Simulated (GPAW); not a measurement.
# GaN (P6_3mc): G0W0 with GPAW, start to end

Aim: the G0W0 gap of GaN (P6_3mc) on PBE, step by step.

Main program and level: GPAW 26.7.0; PBE and many-body steps on it, plane waves.

This is a report of a sequence of runs, with most program output left out.

The database entry behind the starting cell differs from later determinations by our own check (about 0.3 % short, ideal inner coordinate), so it need not match the best structure at ambient conditions.

## Step 1: The starting structure

It takes space group P6_3mc (No. 186, hexagonal). Conventional cell: a = 3.180 Å, b = 3.180 Å, c = 5.166 Å, α = 90.00°, β = 90.00°, γ = 120.00°. Ga has 4 N at 1.94 to 1.95 Å nearest. Nearest to N lie 4 Ga at 1.94 to 1.95 Å. Farther neighbours and most contacts between anions are not listed.

The cell and positions come from the Crystallography Open Database and are kept as given unless a step says otherwise.

## Step 2: Ground state

This step: GPAW 26.7.0; DFT, PBE, plane waves, PAW.

The ground-state density comes first.

Contents of run.py:

```python
import json
import numpy as np
from gpaw.mpi import world
from ase import Atoms
from gpaw import GPAW, PW, FermiDirac

atoms = Atoms(['Ga', 'Ga', 'N', 'N'],
    cell=[[3.1800000000, 0.0000000000, 0.0000000000],
      [-1.5900000000, 2.7539607840, 0.0000000000],
      [0.0000000000, 0.0000000000, 5.1660000000]],
    scaled_positions=[[0.3333333333, 0.6666666667, 0.0000000000],
      [0.6666666667, 0.3333333333, 0.5000000000],
      [0.3333333333, 0.6666666667, 0.3750000000],
      [0.6666666667, 0.3333333333, 0.8750000000]],
    pbc=(True, True, True))
calc = GPAW(mode=PW(600),
    xc='PBE',
    kpts={'size': (9, 9, 6), 'gamma': True},
    occupations=FermiDirac(0.001),
    nbands=-8,
    convergence={'density': 1e-6, 'bands': -3},
    maxiter=100,
    txt='gs.txt')
atoms.calc = calc
res = {'energy': atoms.get_potential_energy()}
kpts = calc.get_ibz_k_points()
res['kpts'] = kpts
res['eigenvalues'] = [calc.get_eigenvalues(kpt=k) for k in range(len(kpts))]
res['n_electrons'] = calc.get_number_of_electrons()
calc.write('gs.gpw')

if world.rank == 0:
    with open('result.json', 'w') as f:
        json.dump(res, f, default=lambda x: x.tolist())
```

Launch:

```console
> mpirun -n 8 gpaw python run.py
```

It took 9.2 s on 8 MPI ranks of Intel Xeon Platinum 8488C (Sapphire Rapids), shared host; peak memory 1.3 GiB.

This step gave:

```yaml
total_energy: -23.82 eV
gap: 2.050 eV
k_of_the_valence_top: 0, 0, 0
k_of_the_conduction_bottom: 0, 0, 0
least_direct_gap: 2.050 eV
```

The gap is direct, at Γ.

## Step 3: Empty states on the mesh, 6×6×4 mesh, 153 bands

The sums over transitions need many empty states on a uniform mesh; this step solves for them.

Contents of run.py:

```python
import json
import numpy as np
from gpaw.mpi import world
from gpaw import GPAW

calc = GPAW('gs.gpw').fixed_density(kpts={'size': (6, 6, 4), 'gamma': True},
    parallel={'domain': 1, 'band': 1},
    txt='nscf.txt')
calc.diagonalize_full_hamiltonian(nbands=153)
calc.write('full.gpw', mode='all')
res = {}
kpts = calc.get_ibz_k_points()
res['kpts'] = kpts
res['eigenvalues'] = [calc.get_eigenvalues(kpt=k) for k in range(len(kpts))]
res['n_electrons'] = calc.get_number_of_electrons()

if world.rank == 0:
    with open('result.json', 'w') as f:
        json.dump(res, f, default=lambda x: x.tolist())
```

Launch:

```console
> mpirun -n 8 gpaw python run.py
```

It took 18 s on 8 MPI ranks; peak memory 2.8 GiB; 2.4 min of CPU time.

This step gave:

| Property | Result |
| --- | --- |
| gap | 2.050 eV |
| k of the valence top | 0, 0, 0 |
| k of the conduction bottom | 0, 0, 0 |
| least direct gap | 2.050 eV |
| k points computed | 24 |
| lowest point of the top converged band, above the valence top | 112.8503 eV |

On this mesh the gap is 2.050 eV.

## Step 4: Screening and self-energy, 6×6×4 mesh, 143 bands, screening to 125 eV

Now the one-shot GW correction: screening in the RPA, then the self-energy of the levels asked for.

This step: G0W0 on PBE, plane waves, PAW.

Contents of run.py:

```python
import json
import numpy as np
from gpaw.mpi import world
from gpaw.response.g0w0 import G0W0

gw = G0W0('full.gpw',
    filename='gw',
    kpts=[0],
    bands=(6, 10),
    ecut=125,
    nbands=143,
    integrate_gamma='WS',
    ppa=True)
gw.calculate()
res = {mode: {k: v for k, v in r.items() if k != 'sigma_eskwn'}
       for mode, r in gw.all_results.items()}

if world.rank == 0:
    with open('result.json', 'w') as f:
        json.dump(res, f, default=lambda x: x.tolist())
```

Launch:

```console
> mpirun -n 8 gpaw python run.py
```

The job ended after 1.8 min (8 MPI ranks; peak memory 2.1 GiB; 14 min of CPU time).

Numbers from this step:

```yaml
g0w0_gap_on_the_points_computed: 3.479 eV
least_direct_g0w0_gap_on_the_computed_points: 3.479 eV
z_at_the_valence_top: 0.7846
z_at_the_conduction_bottom: 0.8165
starting_gap_on_the_mesh: 2.050 eV
k_of_the_valence_top: 0, 0, 0
k_of_the_conduction_bottom: 0, 0, 0
```

The gap on the mesh goes from 2.05 eV to 3.48 eV, a correction of +1.43 eV.

Limits: finite bands, cutoff and mesh; no spin-orbit coupling. v1 is the top filled band, c1 the lowest empty one. The levels before and after the correction (eV, zero at the valence-band top of each column):

```tsv
	conduction bottom	valence top
Kohn-Sham	2.05	0.00
G0W0	3.48	0.00
```

```tsv
	level	energy (eV)
Kohn-Sham	Γ v2-v1	0.000
Kohn-Sham	Γ c1	2.050
Kohn-Sham	Γ c2	4.391
G0W0	Γ v2-v1	0.000
G0W0	Γ c1	3.479
G0W0	Γ c2	5.960
```

## Step 5: Where the time went

Times are wall times on 8 MPI ranks of Intel Xeon Platinum 8488C (Sapphire Rapids), shared host, good to a factor of about two.

```tsv
step	time	share	memory (GiB)
ground state	9.2 s	7 %	1.3
empty states on the mesh	18 s	14 %	2.8
screening and self-energy	1.8 min	80 %	2.1
```

## Step 6: Outcome

| Item | Value |
| --- | --- |
| PBE gap | 2.05 eV, direct |
| G0W0 gap on the mesh | 3.48 eV |
| GW settings | 6×6×4 mesh, 143 bands, screening to 125 eV, Godby-Needs plasmon pole |
| known limits | not at the basis limit; no spin-orbit coupling |

**Reading.** G0W0 moves the gap on the mesh from 2.05 eV to 3.48 eV (+1.43 eV), with Z of 0.78 and 0.82 at the edges. Only 1 of the mesh's irreducible points was corrected, so a valley elsewhere could overtake. The dearest step here is «screening and self-energy». Bands and cutoff are finite, so the gap is not at the basis limit. The miss can reach some tenths of an eV and take either sign; the mesh is an error of its own. These stock PAW sets were not made for GW; the filled d or f shell of Ga lies in the frozen core, which bears on start and correction. In the G0W0 run levels were corrected at 1 k point alone, so a gap called «on the mesh» is the least over those, and an edge elsewhere would be missed. The many-body steps are scalar-relativistic: spin-orbit coupling is not in them.

[Paths, hosts, dates, memory and timing lines, banners, echoed tables and standing remarks are left out of the program output.]

[Logs are printed without paths, hosts, clocks, repeated set-up lines and the standing remarks that a program may print on its own settings, such as how far it seeks lower states.]

[Runs of the session that timed out or met a known fault of the program may be left out.]

[Hosts, paths, dates, database ids (printed as entryN), source tags and the programs' standing remarks are cut or masked in the printed files.]
